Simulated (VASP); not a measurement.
# Ni (Fm-3m) in VASP: notebook

One crystal, Ni, is run at these levels: vdW-DF, BEEF-vdW, LDA+U, PBE; tasks: relaxation of cell and atoms, single point.

Everything below comes from runs of VASP 6.6.1. Logs are shortened: lines on timing, memory, paths and dates and some standing lists are left out, and cuts for length are marked.

### 1 The crystal as given

It takes space group Fm-3m (No. 225, cubic). The conventional cell has a = 3.475 Å, b = 3.475 Å, c = 3.475 Å, α = 90.00°, β = 90.00°, γ = 90.00°. Ni (site symmetry m-3m) is surrounded by 12 Ni at 2.46 Å.

### 2 Relaxation of cell and atoms, vdW-DF, collinear spin, ferromagnetic start

INCAR reads:

```
SYSTEM = Ni
AGGAC = 0.0
ALGO = Fast
EDIFF = 1E-7
EDIFFG = -0.005
ENCUT = 600
GGA = RE
IBRION = 2
ISIF = 3
ISMEAR = -1
ISPIN = 2
LASPH = .TRUE.
LCHARG = .FALSE.
LMAXMIX = 4
LORBIT = 11
LREAL = .FALSE.
LUSE_VDW = .TRUE.
LWAVE = .FALSE.
MAGMOM = 1
NELM = 150
NSW = 60
PREC = Accurate
SIGMA = 0.05
```

KPOINTS reads:

```
k-points
0
G
  13 13 13
  0 0 0
```

POSCAR reads:

```
Ni
1.0
    0.0000000000      1.7375729330      1.7375729330
    1.7375729330      0.0000000000      1.7375729330
    1.7375729330      1.7375729330      0.0000000000
Ni
1
Direct
    0.0000000000      0.0000000000      0.0000000000
```

Potentials or basis: VASP PAW PBE potentials, release 64 (Ni).

Run with:

```sh
$ cat potpaw_PBE.64/Ni/POTCAR > POTCAR
$ mpirun -np 1 vasp_std > vasp.out
```

OUTCAR:

```text
SYSTEM = Ni
   EDIFF = 1E-7
   EDIFFG = -0.005
   ENCUT = 600
   GGA = RE
   IBRION = 2
   ISIF = 3
   ISMEAR = -1
   ISPIN = 2
   LASPH = .TRUE.
   LORBIT = 11
   LREAL = .FALSE.
   NELM = 150
   NSW = 60
   PREC = Accurate

 ion  position               nearest neighbor table
   1  0.000  0.000  0.000-

  LATTYP: Found a face centered cubic cell.
 ALAT       =     3.4751458660

  Lattice vectors:

 A1 = (   0.0000000000,   1.7375729330,   1.7375729330)
 A2 = (   1.7375729330,   0.0000000000,   1.7375729330)
 A3 = (   1.7375729330,   1.7375729330,   0.0000000000)

Analysis of symmetry for initial positions (statically):
=====================================================================
 Subroutine PRICEL returns:
 Original cell was already a primitive cell.

 Routine SETGRP: Setting up the symmetry group for a
 face centered cubic supercell.

 Subroutine GETGRP returns: Found 48 space group operations
 (whereof 48 operations were pure point group operations)
 out of a pool of 48 trial point group operations.

The static configuration has the point symmetry O_h .

Analysis of symmetry for dynamics (positions and initial velocities):
=====================================================================
 Subroutine PRICEL returns:
 Original cell was already a primitive cell.

 Routine SETGRP: Setting up the symmetry group for a
 face centered cubic supercell.

 Subroutine GETGRP returns: Found 48 space group operations
 (whereof 48 operations were pure point group operations)
 out of a pool of 48 trial point group operations.

The dynamic configuration has the point symmetry O_h .

Analysis of structural, dynamic, and magnetic symmetry:
=====================================================================
 Subroutine PRICEL returns:
 Original cell was already a primitive cell.

 Routine SETGRP: Setting up the symmetry group for a
 face centered cubic supercell.

 Subroutine GETGRP returns: Found 48 space group operations
 (whereof 48 operations were pure point group operations)
 out of a pool of 48 trial point group operations.

The overall configuration has the point symmetry O_h .

 Subroutine INISYM returns: Found 48 space group operations
 (whereof 48 operations are pure point group operations),
 and found     1 'primitive' translations

----------------------------------------------------------------------------------------

                                     Primitive cell

  volume of cell :      10.4920

  direct lattice vectors                    reciprocal lattice vectors
     0.000000000  1.737572933  1.737572933    -0.287757705  0.287757705  0.287757705
     1.737572933  0.000000000  1.737572933     0.287757705 -0.287757705  0.287757705
     1.737572933  1.737572933  0.000000000     0.287757705  0.287757705 -0.287757705

  length of vectors
     2.457299207  2.457299207  2.457299207     0.498410966  0.498410966  0.498410966

  position of ions in fractional coordinates (direct lattice)
     0.000000000  0.000000000  0.000000000

  ion indices of the primitive-cell ions
   primitive index   ion index
                 1           1

----------------------------------------------------------------------------------------

 KPOINTS: k-points

Automatic generation of k-mesh.
 Grid dimensions read from file:
 generate k-points for:   13   13   13

 Generating k-lattice:

  Cartesian coordinates                     Fractional coordinates (reciprocal lattice)
    -0.022135208  0.022135208  0.022135208     0.076923077  0.000000000  0.000000000
     0.022135208 -0.022135208  0.022135208     0.000000000  0.076923077  0.000000000
     0.022135208  0.022135208 -0.022135208     0.000000000  0.000000000  0.076923077

  Length of vectors
     0.038339305  0.038339305  0.038339305

  Shift w.r.t. Gamma in fractional coordinates (k-lattice)
     0.000000000  0.000000000  0.000000000

 Subroutine IBZKPT returns following result:
 ===========================================

 Found     84 irreducible k-points:

 Following reciprocal coordinates:
            Coordinates               Weight
  0.000000  0.000000  0.000000      1.000000
  0.076923  0.000000  0.000000      8.000000
  0.153846  0.000000  0.000000      8.000000
  0.230769  0.000000  0.000000      8.000000
  0.307692  0.000000  0.000000      8.000000
  0.384615  0.000000  0.000000      8.000000
[... 16 lines left out ...]
  0.384615  0.153846  0.000000     24.000000
  0.461538  0.153846  0.000000     24.000000
 [... further k-points ...]
   k-points           NKPTS =     84   k-points in BZ     NKDIM =     84   number of bands    NBANDS=     10
   number of dos      NEDOS =    301   number of ions     NIONS =      1
   total plane-waves  NPLWV =   8000
   dimension x,y,z NGX =    20 NGY =   20 NGZ =   20
   dimension x,y,z NGXF=    40 NGYF=   40 NGZF=   40
   ions per type =               1
   NGX,Y,Z   is equivalent  to a cutoff of  13.53, 13.53, 13.53 a.u.
   NGXF,Y,Z  is equivalent  to a cutoff of  27.06, 27.06, 27.06 a.u.
 SYSTEM =  Ni
   PREC   = accura    normal or accurate (medium, high low for compatibility)
   ISTART =      0    job   : 0-new  1-cont  2-samecut
   ICHARG =      2    charge: 1-file 2-atom 10-const
   ISPIN  =      2    spin polarized calculation?
   LNONCOLLINEAR =      F non collinear calculations
   LSORBIT =      F    spin-orbit coupling
   LASPH  =      T    aspherical Exc in radial PAW
   ENCUT  =  600.0 eV  44.10 Ry    6.64 a.u.   4.91  4.91  4.91*2*pi/ulx,y,z
   NELM   =    150;   NELMIN=  2; NELMDL= -5     # of ELM steps
   EDIFF  = 0.1E-06   stopping-criterion for ELM
   LREAL  =      F    real-space projection
   EDIFFG = -.5E-02   stopping-criterion for IOM
   NSW    =     60    number of steps for IOM
   IBRION =      2    ionic relax: 0-MD 1-quasi-New 2-CG
   NFREE  =      1    steps in history (QN), initial steepest desc. (CG)
   ISIF   =      3    stress and relaxation
   ISYM   =      2    0-nonsym 1-usesym 2-fastsym
   POTIM  = 0.5000    time-step for ionic-motion
   TEBEG  =    0.0;   TEEND  =   0.0 temperature during run
   PSTRESS=    0.0 pullay stress
   NELECT =      10.0000    total number of electrons
   NUPDOWN=      -1.0000    fix difference up-down
   EMIN   =  10.00;   EMAX   =-10.00  energy-range for DOS
   EFERMI =   0.00;   METHOD = LEGACY
   ISMEAR =    -1;   SIGMA  =   0.05  broadening in eV -4-tet -1-fermi 0-gaus
   EFERMI_NEDOS =   21; number of points for ismear=-14 and -15
   IALGO  =     68    algorithm
   IMIX   =      4    mixing-type and parameters
     AMIX     =   0.40;   BMIX     =  1.00
     AMIX_MAG =   1.60;   BMIX_MAG =  1.00
  volume/ion in A,a.u.               =      10.49        70.80
  Fermi-wavevector in a.u.,A,eV,Ry     =   1.611097  3.044533 35.315755  2.595635
  Thomas-Fermi vector in A             =   2.706542
   LORBIT       =     11    0 simple, 1 ext, 2 COOP (PROOUT), +10 PAW based schemes
   GGA     = RE    functional components
   LHFCALC =     F    Hartree Fock is set to
   AEXX    =    0.0000 exact exchange contribution
   IVDW_NL    =     1    kernel type
   BPARAM     = 6.3000
   IVDW    =     0    specifies the selected vdW correction
   LEPSILON=     F    determine dielectric tensor
   LRPA    =     F    only Hartree local field effects (RPA)
 conjugate gradient relaxation of ions
 spin polarized calculation
 RMM-DIIS sequential band-by-band and
  energy-cutoff  :      600.00
  volume of cell :       10.49
 maximum number of plane-waves:       365
   NGX =  9   NGY =  9   NGZ =  9

--------------------------------------- Ionic step        1  -------------------------------------------

 number of electron      10.0000000 magnetization       1.0000000

 number of electron       9.9999999 magnetization       0.6150286

 Free energy of the ion-electron system (eV)
  ---------------------------------------------------
  ext. energy  EPLUGINS =         0.00000000
  ---------------------------------------------------
  free energy    TOTEN  =        -1.89602632 eV

  energy without entropy =       -1.88371136  energy(sigma->0) =       -1.88986884

------------------------ aborting loop because EDIFF is reached ----------------------------------------

  FORCE on cell =-STRESS in cart. coord.  units (eV):
  Direction    XX          YY          ZZ          XY          YZ          ZX
  --------------------------------------------------------------------------------------
  -------------------------------------------------------------------------------------
  Total        1.1075950      1.1075950      1.1075950      0.0000000      0.0000000      0.0000000
  in kB      169.1345930    169.1345930    169.1345930      0.0000000      0.0000000      0.0000000
  external PRESSURE =     169.1345930 kB  Pullay stress =       0.0000000 kB

 VOLUME and BASIS-vectors are now :
 -----------------------------------------------------------------------------
  energy-cutoff  :      600.00
  volume of cell :       10.49
      direct lattice vectors                 reciprocal lattice vectors
     0.000000000  1.737572933  1.737572933    -0.287757705  0.287757705  0.287757705
     1.737572933  0.000000000  1.737572933     0.287757705 -0.287757705  0.287757705
     1.737572933  1.737572933  0.000000000     0.287757705  0.287757705 -0.287757705
[... 118 lines left out ...]
  FREE ENERGIE OF THE ION-ELECTRON SYSTEM (eV)
  ---------------------------------------------------
  free  energy   TOTEN  =        -1.9394035074 eV

  energy  without entropy=       -1.9257582221  energy(sigma->0) =       -1.93258086

Total vdW correction in eV:      1.8339175

--------------------------------------- Ionic step        5  -------------------------------------------

 number of electron      10.0000000 magnetization       0.6184635

 Free energy of the ion-electron system (eV)
  ---------------------------------------------------
  ext. energy  EPLUGINS =         0.00000000
  ---------------------------------------------------
  free energy    TOTEN  =        -1.93940378 eV

  energy without entropy =       -1.92575822  energy(sigma->0) =       -1.93258100

 E-fermi :   8.8096     XC(G=0): -12.8383

 val. band max:        8.7931465576   @ k =   0.3846   0.0769   0.0000
 cond. band min:       8.8140817957   @ k =   0.4615   0.4615   0.0000
 fundamental gap:      0.0209352381
 Fermi energy:         8.8095897246

 spin component 1

 k-point     1 :       0.0000    0.0000    0.0000
  band No.  band energies     occupation
      1       0.2440      1.00000
      2       6.5096      1.00000
      3       6.5096      1.00000
      4       6.5096      1.00000
      5       7.5969      1.00000
      6       7.5969      1.00000
      7      32.4212      0.00000
      8      35.7549      0.00000
      9      35.7549      0.00000
     10      35.7549      0.00000

 k-point     2 :       0.0769    0.0000    0.0000
  band No.  band energies     occupation
      1       0.4678      1.00000
      2       6.4567      1.00000
      3       6.5568      1.00000
      4       6.5568      1.00000
      5       7.5780      1.00000
      6       7.5780      1.00000
      7      31.3868      0.00000
      8      33.7737      0.00000
      9      35.2360      0.00000
     10      35.2360      0.00000
[... 274 lines left out ...]
 k-point    24 :       0.4615    0.1538    0.0000
  band No.  band energies     occupation
      1       4.6053      1.00000
      2       6.1912      1.00000
      3       6.5642      1.00000
      4       6.8918      1.00000
      5       8.2358      0.99999
      6       9.6669      0.00000
      7      16.4665      0.00000
      8      27.3020      0.00000
      9      28.7294      0.00000
     10      30.9172      0.00000

 [... further k-points ...]

 spin component 2

 k-point     1 :       0.0000    0.0000    0.0000
  band No.  band energies     occupation
      1       0.1896      1.00000
      2       7.2468      1.00000
      3       7.2468      1.00000
      4       7.2468      1.00000
      5       8.1386      1.00000
      6       8.1386      1.00000
      7      32.2345      0.00000
      8      35.7238      0.00000
      9      35.7238      0.00000
     10      35.7238      0.00000

 k-point     2 :       0.0769    0.0000    0.0000
  band No.  band energies     occupation
      1       0.4136      1.00000
      2       7.1863      1.00000
      3       7.2956      1.00000
      4       7.2956      1.00000
      5       8.1189      1.00000
      6       8.1189      1.00000
      7      31.3078      0.00000
      8      33.6994      0.00000
      9      35.2394      0.00000
     10      35.2394      0.00000
[... 308 lines left out ...]
 POSITION                                       TOTAL-FORCE (eV/Angst)
 -----------------------------------------------------------------------------------
     -0.00000      1.78504      1.78504         0.000000     -0.000000      0.000000
 -----------------------------------------------------------------------------------
    total drift:                               -0.000000     -0.000000     -0.000000

  FREE ENERGIE OF THE ION-ELECTRON SYSTEM (eV)
  ---------------------------------------------------
  free  energy   TOTEN  =        -1.9394037797 eV

  energy  without entropy=       -1.9257582210  energy(sigma->0) =       -1.93258100

Total vdW correction in eV:      1.8339336

 reached required accuracy - stopping structural energy minimisation

 total charge

# of ion       s       p       d       tot
------------------------------------------
    1        0.479   0.447   8.333   9.259

 magnetization (x)

# of ion       s       p       d       tot
------------------------------------------
    1       -0.007  -0.024   0.663   0.633
```

Run time: 2.2 min. Hardware: 1 thread of Intel Xeon Platinum 8259CL at 2.50GHz (Skylake/Cascade Lake), shared host; peak memory 0.25 GiB.

Results:

* Free energy: -1.9394 eV
* Relaxed volume: 11.38 Å³/atom
* Relaxed cell: a = 2.524 Å, b = 2.524 Å, c = 2.524 Å, α = 60.00°, β = 60.00°, γ = 60.00°
* Space group after relaxing (to 0.05 Å): Fm-3m (No. 225)
* Energy gained by relaxing: 43.4 meV/atom
* Ionic steps: 5
* Pressure after relaxing: -0.1 GPa
* Band gap on the k mesh: none (metal or under the smearing width)
* Net moment: 0.62 μB per cell
* Site moments: Ni +0.63 μB
* Valence electrons inside the program's atomic spheres: Ni 9.26

The path:
```csv
step,energy change (eV),largest force (eV/Å),pressure (GPa),volume (Å³)
1,0.0000,0.0000,16.91,10.49
2,-0.0127,0.0000,-10.39,12.27
3,-0.0434,0.0000,-0.15,11.39
4,-0.0434,0.0000,0.20,11.38
5,-0.0434,0.0000,-0.06,11.38
```

Final structure:
```cif
data_structure
_symmetry_space_group_name_H-M 'P 1'
_symmetry_Int_Tables_number 1
_cell_length_a 2.5244
_cell_length_b 2.5244
_cell_length_c 2.5244
_cell_angle_alpha 60.000
_cell_angle_beta 60.000
_cell_angle_gamma 60.000
_cell_volume 11.38
loop_
_atom_site_label
_atom_site_type_symbol
_atom_site_fract_x
_atom_site_fract_y
_atom_site_fract_z
_atom_site_occupancy
Ni1 Ni 0.00000 0.00000 0.00000 1
```

Caveat: the PAW data sets were made with another functional, which shifts forces and pressure a little.

(Continued in part 2 of 2.)
